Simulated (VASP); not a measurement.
# Al (Fm-3m) in VASP: further runs

One crystal, Al, is run at these levels: LDA, PBEsol, PBE; tasks: relaxation of the atoms, relaxation of cell and atoms.

Program: VASP 6.6.1. These are calculated values, not measurements. Logs are shortened: lines on timing, memory, paths and dates and some standing lists are left out, and cuts for length are marked.

## Step 1: Starting point

It takes space group Fm-3m (No. 225, cubic). Conventional cell: a = 4.050 Å, b = 4.050 Å, c = 4.050 Å, α = 90.00°, β = 90.00°, γ = 90.00°. Around Al (site symmetry m-3m) lie 12 Al at 2.86 Å.

## Step 2: Relaxation of the atoms, LDA (a relaxed cell with its volume scaled by 1.04)

INCAR

```
SYSTEM = Al
PREC = Accurate
ENCUT = 600
EDIFF = 1E-7
ISMEAR = 1
SIGMA = 0.1
LREAL = .False.
LASPH = .True.
NELM = 80
ALGO = Normal
ISIF = 2
LWAVE = .False.
LCHARG = .False.
GGA = CA
IBRION = 2
NSW = 40
EDIFFG = -0.01
```

KPOINTS

```
regular mesh
0
Gamma
  16 16 16
  0 0 0
```

POSCAR

```
Al                                      
1.0
    0.0000000000      2.0184561576      2.0184561576
    2.0184561576      0.0000000000      2.0184561576
    2.0184561576      2.0184561576      0.0000000000
  Al            
     1
Direct
     0.0000000000000000    0.0000000000000000    0.0000000000000000
```

Potentials or basis: VASP PAW LDA potentials, release 64 (Al).

Started as:

```bash
cat potpaw_LDA.64/Al/POTCAR > POTCAR
mpirun -np 1 vasp_std > vasp.out
```

OUTCAR:

```text
SYSTEM = Al
   PREC = Accurate
   ENCUT = 600
   EDIFF = 1E-7
   ISMEAR = 1
   LREAL = .False.
   LASPH = .True.
   NELM = 80
   ISIF = 2
   GGA = CA
   IBRION = 2
   NSW = 40
   EDIFFG = -0.01

 ion  position               nearest neighbor table
   1  0.000  0.000  0.000-

  LATTYP: Found a face centered cubic cell.
 ALAT       =     4.0369123152

  Lattice vectors:

 A1 = (   0.0000000000,   2.0184561576,   2.0184561576)
 A2 = (   2.0184561576,   0.0000000000,   2.0184561576)
 A3 = (   2.0184561576,   2.0184561576,   0.0000000000)

Analysis of symmetry for initial positions (statically):
=====================================================================
 Subroutine PRICEL returns:
 Original cell was already a primitive cell.

 Routine SETGRP: Setting up the symmetry group for a
 face centered cubic supercell.

 Subroutine GETGRP returns: Found 48 space group operations
 (whereof 48 operations were pure point group operations)
 out of a pool of 48 trial point group operations.

The static configuration has the point symmetry O_h .

Analysis of symmetry for dynamics (positions and initial velocities):
=====================================================================
 Subroutine PRICEL returns:
 Original cell was already a primitive cell.

 Routine SETGRP: Setting up the symmetry group for a
 face centered cubic supercell.

 Subroutine GETGRP returns: Found 48 space group operations
 (whereof 48 operations were pure point group operations)
 out of a pool of 48 trial point group operations.

The dynamic configuration has the point symmetry O_h .

 Subroutine INISYM returns: Found 48 space group operations
 (whereof 48 operations are pure point group operations),
 and found     1 'primitive' translations

----------------------------------------------------------------------------------------

                                     Primitive cell

  volume of cell :      16.4470

  direct lattice vectors                    reciprocal lattice vectors
     0.000000000  2.018456158  2.018456158    -0.247714075  0.247714075  0.247714075
     2.018456158  0.000000000  2.018456158     0.247714075 -0.247714075  0.247714075
     2.018456158  2.018456158  0.000000000     0.247714075  0.247714075 -0.247714075

  length of vectors
     2.854528073  2.854528073  2.854528073     0.429053364  0.429053364  0.429053364

  position of ions in fractional coordinates (direct lattice)
     0.000000000  0.000000000  0.000000000

  ion indices of the primitive-cell ions
   primitive index   ion index
                 1           1

----------------------------------------------------------------------------------------

 KPOINTS: regular mesh

Automatic generation of k-mesh.
 Grid dimensions read from file:
 generate k-points for:   16   16   16

 Generating k-lattice:

  Cartesian coordinates                     Fractional coordinates (reciprocal lattice)
    -0.015482130  0.015482130  0.015482130     0.062500000  0.000000000  0.000000000
     0.015482130 -0.015482130  0.015482130     0.000000000  0.062500000  0.000000000
     0.015482130  0.015482130 -0.015482130     0.000000000  0.000000000  0.062500000

  Length of vectors
     0.026815835  0.026815835  0.026815835

  Shift w.r.t. Gamma in fractional coordinates (k-lattice)
     0.000000000  0.000000000  0.000000000

 Subroutine IBZKPT returns following result:
 ===========================================

 Found    145 irreducible k-points:

 Following reciprocal coordinates:
            Coordinates               Weight
  0.000000  0.000000  0.000000      1.000000
  0.062500  0.000000  0.000000      8.000000
  0.125000  0.000000  0.000000      8.000000
  0.187500  0.000000  0.000000      8.000000
  0.250000  0.000000  0.000000      8.000000
  0.312500  0.000000  0.000000      8.000000
[... 16 lines left out ...]
 -0.125000  0.062500  0.000000     24.000000
 -0.062500  0.062500  0.000000     12.000000
 [... further k-points ...]
   k-points           NKPTS =    145   k-points in BZ     NKDIM =    145   number of bands    NBANDS=      5
[... 41 lines left out ...]
  ext. energy  EPLUGINS =         0.00000000
  ---------------------------------------------------
  free energy    TOTEN  =        -4.19111918 eV

  energy without entropy =       -4.19146886  energy(sigma->0) =       -4.19123574

 E-fermi :   7.8720     XC(G=0): -10.3558

 val. band max:        7.8326246885   @ k =  -0.2500   0.3125   0.1250
 cond. band min:       7.9359304617   @ k =   0.4375   0.4375   0.0000
 fundamental gap:      0.1033057732
 Fermi energy:         7.8720204832

 k-point     1 :       0.0000    0.0000    0.0000
  band No.  band energies     occupation
      1      -3.2979      2.00000
      2      20.4126      0.00000
      3      20.4126      0.00000
      4      20.4126      0.00000
      5      21.7564      0.00000

 k-point     2 :       0.0625    0.0000    0.0000
  band No.  band energies     occupation
      1      -3.1918      2.00000
      2      18.6153      0.00000
      3      20.0138      0.00000
      4      20.0138      0.00000
      5      22.3157      0.00000

 k-point     3 :       0.1250    0.0000    0.0000
  band No.  band energies     occupation
      1      -2.8738      2.00000
      2      16.1117      0.00000
      3      19.4315      0.00000
      4      19.4315      0.00000
      5      22.4937      0.00000

 k-point     4 :       0.1875    0.0000    0.0000
  band No.  band energies     occupation
      1      -2.3454      2.00000
      2      13.6267      0.00000
      3      18.9652      0.00000
      4      18.9652      0.00000
      5      22.3223      0.00000

 k-point     5 :       0.2500    0.0000    0.0000
  band No.  band energies     occupation
      1      -1.6091      2.00000
      2      11.2531      0.00000
      3      18.6595      0.00000
      4      18.6595      0.00000
      5      22.1748      0.00000

 k-point     6 :       0.3125    0.0000    0.0000
  band No.  band energies     occupation
      1      -0.6679      2.00000
      2       9.0242     -0.00000
      3      18.5249      0.00000
      4      18.5249      0.00000
      5      21.4236      0.00000
[... 113 lines left out ...]
 k-point    21 :      -0.2500    0.0625    0.0000
  band No.  band energies     occupation
      1      -1.2249      2.00000
      2      10.5705      0.00000
      3      16.7056      0.00000
      4      19.9272      0.00000
      5      20.9681      0.00000

 k-point    22 :      -0.1875    0.0625    0.0000
  band No.  band energies     occupation
      1      -2.0293      2.00000
      2      12.8857      0.00000
      3      16.9749      0.00000
      4      20.1709      0.00000
      5      22.0807      0.00000

 k-point    23 :      -0.1250    0.0625    0.0000
  band No.  band energies     occupation
      1      -2.6269      2.00000
      2      15.3024      0.00000
      3      17.4365      0.00000
      4      20.5266      0.00000
      5      22.5149      0.00000

 k-point    24 :      -0.0625    0.0625    0.0000
  band No.  band energies     occupation
      1      -3.0150      2.00000
      2      17.5592      0.00000
      3      18.2581      0.00000
      4      20.6873      0.00000
      5      21.9183      0.00000

 [... further k-points ...]
[... 5 lines left out ...]
  --------------------------------------------------------------------------------------
  -------------------------------------------------------------------------------------
  Total       -0.3166827     -0.3166827     -0.3166827     -0.0000000     -0.0000000      0.0000000
  in kB      -30.8494191    -30.8494191    -30.8494191     -0.0000000     -0.0000000      0.0000000
  external PRESSURE =     -30.8494191 kB  Pullay stress =       0.0000000 kB

 VOLUME and BASIS-vectors are now :
 -----------------------------------------------------------------------------
  energy-cutoff  :      600.00
  volume of cell :       16.45
      direct lattice vectors                 reciprocal lattice vectors
     0.000000000  2.018456158  2.018456158    -0.247714075  0.247714075  0.247714075
     2.018456158  0.000000000  2.018456158     0.247714075 -0.247714075  0.247714075
     2.018456158  2.018456158  0.000000000     0.247714075  0.247714075 -0.247714075

 POSITION                                       TOTAL-FORCE (eV/Angst)
 -----------------------------------------------------------------------------------
      0.00000      0.00000      0.00000        -0.000000      0.000000     -0.000000
 -----------------------------------------------------------------------------------
    total drift:                               -0.000000      0.000000     -0.000000

  FREE ENERGIE OF THE ION-ELECTRON SYSTEM (eV)
  ---------------------------------------------------
  free  energy   TOTEN  =        -4.1911191765 eV

  energy  without entropy=       -4.1914688555  energy(sigma->0) =       -4.19123574

 reached required accuracy - stopping structural energy minimisation
```

It took 7.6 s on 1 thread of Intel Xeon Platinum 8488C (Sapphire Rapids), shared host; peak memory 0.12 GiB.

What came out:

| Property | Result |
| --- | --- |
| Free energy | -4.1911 eV |
| Pressure after relaxing | -3.1 GPa |
| Band gap on the k mesh | none (metal or under the smearing width) |

Final structure:
```
CELL_PARAMETERS angstrom
0.00000 2.01846 2.01846
2.01846 0.00000 2.01846
2.01846 2.01846 0.00000
ATOMIC_POSITIONS crystal
Al 0.00000 0.00000 0.00000
```

Levels at points of the mesh, in eV from the Fermi level:
| k point | band 1 | band 2 | band 3 | band 4 | band 5 |
| --- | --- | --- | --- | --- | --- |
| (0.00, 0.00, 0.00) | -11.17 | 12.54 | 12.54 | 12.54 | 13.88 |
| (0.50, 0.00, 0.00) | -4.61 | -4.45 | 11.22 | 11.22 | 11.40 |
| (0.50, 0.50, 0.00) | -2.95 | -1.66 | 5.25 | 5.50 | 5.50 |

Caveat: the relaxation stopped at its first step, so nothing moved.

## Step 3: Relaxation of the atoms, LDA (a relaxed cell with its volume scaled by 1.06)

INCAR is that of step 2.

KPOINTS is that of step 2.

POSCAR

```
Al                                      
1.0
    0.0000000000      2.0313129129      2.0313129129
    2.0313129129      0.0000000000      2.0313129129
    2.0313129129      2.0313129129      0.0000000000
  Al            
     1
Direct
     0.0000000000000000    0.0000000000000000    0.0000000000000000
```

Potentials or basis: VASP PAW LDA potentials, release 64 (Al).

Started as:

```bash
cat potpaw_LDA.64/Al/POTCAR > POTCAR
mpirun -np 1 vasp_std > vasp.out
```

Run time: 7.8 s. Hardware: 1 thread of Intel Xeon Platinum 8488C (Sapphire Rapids), shared host; peak memory 0.13 GiB.

Results (log left out):

| Property | Result |
| --- | --- |
| Free energy | -4.1837 eV |
| Pressure after relaxing | -4.4 GPa |
| Band gap on the k mesh | none (metal or under the smearing width) |

Final structure:
```cif
data_structure
_symmetry_space_group_name_H-M 'P 1'
_symmetry_Int_Tables_number 1
_cell_length_a 2.8727
_cell_length_b 2.8727
_cell_length_c 2.8727
_cell_angle_alpha 60.000
_cell_angle_beta 60.000
_cell_angle_gamma 60.000
_cell_volume 16.76
loop_
_atom_site_label
_atom_site_type_symbol
_atom_site_fract_x
_atom_site_fract_y
_atom_site_fract_z
_atom_site_occupancy
Al1 Al 0.00000 0.00000 0.00000 1
```

Levels at points of the mesh, in eV from the Fermi level:
| k point | band 1 | band 2 | band 3 | band 4 |
| --- | --- | --- | --- | --- |
| (0.00, 0.00, 0.00) | -11.05 | 12.43 | 12.43 | 12.43 |
| (0.50, 0.00, 0.00) | -4.54 | -4.43 | 11.01 | 11.01 |
| (0.50, 0.50, 0.00) | -2.91 | -1.67 | 5.24 | 5.41 |

Caveat: the relaxation stopped at its first step, so nothing moved.

## Step 4: Relaxation of cell and atoms, PBEsol

INCAR

```
SYSTEM = Al
ALGO     = Normal         ! electronic algorithm
EDIFF    = 1E-6           ! SCF threshold, eV
EDIFFG   = -0.01          ! ionic threshold
ENCUT    = 600            ! plane-wave cutoff, eV
GGA      = PS             ! functional
IBRION   = 2              ! ionic algorithm
ISIF     = 3              ! what is computed and relaxed
ISMEAR   = 1              ! smearing method
KPAR     = 4            
LASPH    = .True.         ! aspherical terms in the spheres
LCHARG   = .False.        ! write CHGCAR
LREAL    = .False.        ! projectors in reciprocal space
LWAVE    = .False.        ! write WAVECAR
NELM     = 80             ! most SCF steps
NSW      = 90             ! ionic steps
PREC     = Accurate       ! precision mode
SIGMA    = 0.1            ! smearing width, eV
```

KPOINTS

```
k-points
0
Gamma
  16 16 16
  0 0 0
```

POSCAR

```
Al
1.0
    0.0000000000      2.0248050000      2.0248050000
    2.0248050000      0.0000000000      2.0248050000
    2.0248050000      2.0248050000      0.0000000000
Al
1
Direct
    0.0000000000      0.0000000000      0.0000000000
```

Potentials or basis: VASP PAW PBE potentials, release 64 (Al).

Started as:

```bash
cat potpaw_PBE.64/Al/POTCAR > POTCAR
mpirun -np 4 vasp_std > vasp.out
```

It took 2.9 s on 4 MPI ranks of Intel Xeon 6975P-C (Granite Rapids), shared host; peak memory 0.13 GiB.

Results (log left out):

| Property | Result |
| --- | --- |
| Free energy | -4.0979 eV |
| Relaxed volume | 16.19 Å³/atom |
| Relaxed cell | a = 2.839 Å, b = 2.839 Å, c = 2.839 Å, α = 60.00°, β = 60.00°, γ = 60.00° |
| Space group after relaxing (to 0.05 Å) | Fm-3m (No. 225) |
| Energy gained by relaxing | 2.7 meV/atom |
| Ionic steps | 3 |
| Pressure after relaxing | 0.0 GPa |
| Band gap on the k mesh | none (metal or under the smearing width) |

The path:
| step | energy change (eV) | largest force (eV/Å) | pressure (GPa) | volume (Å³) |
| --- | --- | --- | --- | --- |
| 1 | 0.0000 | 0.0000 | -2.01 | 16.60 |
| 2 | -0.0026 | 0.0000 | 0.43 | 16.11 |
| 3 | -0.0027 | 0.0000 | 0.00 | 16.19 |

Final structure:
```
Al
1.0
     0.00000    2.00782    2.00782
     2.00782    0.00000    2.00782
     2.00782    2.00782    0.00000
Al
1
Direct
  0.00000 0.00000 0.00000
```

Levels at points of the mesh, in eV from the Fermi level:
```
           k point  band 1  band 2  band 3  band 4  band 5
(0.00, 0.00, 0.00)  -11.30   12.67   12.67   12.67   14.30
(0.50, 0.00, 0.00)   -4.70   -4.44   11.49   11.49   11.57
(0.50, 0.50, 0.00)   -3.00   -1.65    5.22    5.64    5.64
```

Caveat: the PAW data sets were made with another functional, which shifts forces and pressure a little.

## Step 5: Relaxation of cell and atoms, PBEsol

This run uses another cell than the first one, of 16.19 Å³/atom, 0.975 times its volume.

INCAR, as its differences from that of step 4:

```diff
@@ -2,4 +2,4 @@
 ALGO     = Normal         ! electronic algorithm
-EDIFF    = 1E-6           ! SCF threshold, eV
-EDIFFG   = -0.01          ! ionic threshold
+EDIFF    = 1E-7           ! SCF threshold, eV
+EDIFFG   = -0.005         ! ionic threshold
 ENCUT    = 600            ! plane-wave cutoff, eV
```

KPOINTS is that of step 4.

POSCAR

```
Al                                      
1.0
    0.0000000000      2.0078218401      2.0078218401
    2.0078218401      0.0000000000      2.0078218401
    2.0078218401      2.0078218401     -0.0000000000
  Al            
     1
Direct
     0.0000000000000000    0.0000000000000000    0.0000000000000000
```

Started as:

```bash
cat potpaw_PBE.64/Al/POTCAR > POTCAR
mpirun -np 4 vasp_std > vasp.out
```

Run time: 1.8 s. Hardware: 4 MPI ranks of Intel Xeon 6975P-C (Granite Rapids), shared host; peak memory 0.12 GiB.

Results (log left out):

| Item | Value |
| --- | --- |
| Free energy | -4.0979 eV |
| Pressure after relaxing | 0.0 GPa |
| Band gap on the k mesh | none (metal or under the smearing width) |

Final structure:
```
Al
1.0
     0.00000    2.00782    2.00782
     2.00782    0.00000    2.00782
     2.00782    2.00782    0.00000
Al
1
Direct
  0.00000 0.00000 0.00000
```

Levels at points of the mesh, in eV from the Fermi level:
| k point | band 1 | band 2 | band 3 | band 4 | band 5 |
| --- | --- | --- | --- | --- | --- |
| (0.00, 0.00, 0.00) | -11.30 | 12.67 | 12.67 | 12.67 | 14.30 |
| (0.50, 0.00, 0.00) | -4.70 | -4.44 | 11.49 | 11.49 | 11.57 |
| (0.50, 0.50, 0.00) | -3.00 | -1.65 | 5.22 | 5.64 | 5.64 |

Caveat: the relaxation stopped at its first step, so nothing moved; the PAW data sets were made with another functional, which shifts forces and pressure a little.

## Step 6: Relaxation of cell and atoms, PBE

INCAR

```
PREC = Accurate
ENCUT = 600
EDIFF = 1E-6
ISMEAR = 1
SIGMA = 0.1
LREAL = False
LASPH = True
NELM = 80
ALGO = Normal
ISIF = 3
LWAVE = False
LCHARG = False
GGA = PE
IBRION = 2
NSW = 90
EDIFFG = -0.01
KPAR = 2
```

KPOINTS

```
regular mesh
0
Gamma
  16 16 16
```

POSCAR

```
Al
1.0
    0.0000000000      2.0248050000      2.0248050000
    2.0248050000      0.0000000000      2.0248050000
    2.0248050000      2.0248050000      0.0000000000
Al
1
Direct
    0.0000000000      0.0000000000      0.0000000000
```

Potentials or basis: VASP PAW PBE potentials, release 64 (Al).

Started as:

```bash
cat potpaw_PBE.64/Al/POTCAR > POTCAR
mpirun -np 2 vasp_std > vasp.out
```

It took 4.4 s on 2 MPI ranks of Intel Xeon 6975P-C (Granite Rapids), shared host; peak memory 0.13 GiB.

Results (log left out):

| Item | Value |
| --- | --- |
| Free energy | -3.7516 eV |
| Relaxed volume | 16.48 Å³/atom |
| Relaxed cell | a = 2.856 Å, b = 2.856 Å, c = 2.856 Å, α = 60.00°, β = 60.00°, γ = 60.00° |
| Space group after relaxing (to 0.05 Å) | Fm-3m (No. 225) |
| Energy gained by relaxing | 0.2 meV/atom |
| Ionic steps | 3 |
| Pressure after relaxing | 0.0 GPa |
| Band gap on the k mesh | none (metal or under the smearing width) |

Step by step:
```tsv
step	energy change (eV)	largest force (eV/Å)	pressure (GPa)	volume (Å³)
1	0.0000	0.0000	-0.60	16.60
2	-0.0002	0.0000	0.11	16.45
3	-0.0002	0.0000	0.01	16.48
```

Final structure:
```yaml
crystal:
  lattice:
    - [0.00000, 2.01964, 2.01964]
    - [2.01964, 0.00000, 2.01964]
    - [2.01964, 2.01964, 0.00000]
  atoms:
    - { symbol: Al, position: [0.00000, 0.00000, 0.00000] }
```

Levels at points of the mesh, in eV from the Fermi level:
```csv
k point,band 1,band 2,band 3,band 4,band 5
"(0.00, 0.00, 0.00)",-11.19,12.59,12.59,12.59,14.09
"(0.50, 0.00, 0.00)",-4.64,-4.42,11.38,11.38,11.43
"(0.50, 0.50, 0.00)",-2.97,-1.64,5.22,5.56,5.56
```

## Step 7: Summary

```csv
task,level,potentials or basis,cell,gap on the mesh (eV),pressure (GPa)
relaxation of the atoms,LDA,"VASP PAW LDA potentials, release 64 (Al)",atoms relaxed from: a relaxed cell with its volume scaled by 1.04,none,-3.1
relaxation of the atoms,LDA,"VASP PAW LDA potentials, release 64 (Al)",atoms relaxed from: a relaxed cell with its volume scaled by 1.06,none,-4.4
relaxation of cell and atoms,PBEsol,"VASP PAW PBE potentials, release 64 (Al)",relaxed,none,0.0
relaxation of cell and atoms,PBE,"VASP PAW PBE potentials, release 64 (Al)",relaxed,none,0.0
```

Alike in all rows: no spin polarisation; k mesh 16 × 16 × 16; cutoff (eV) 600; smearing methfessel-paxton 0.1 eV.

Caveats: the relaxation stopped at its first step, so nothing moved (some runs); the PAW data sets were made with another functional, which shifts forces and pressure a little (some runs).

Total energies depend on the potentials used, so only differences within one code and one set of settings carry meaning.
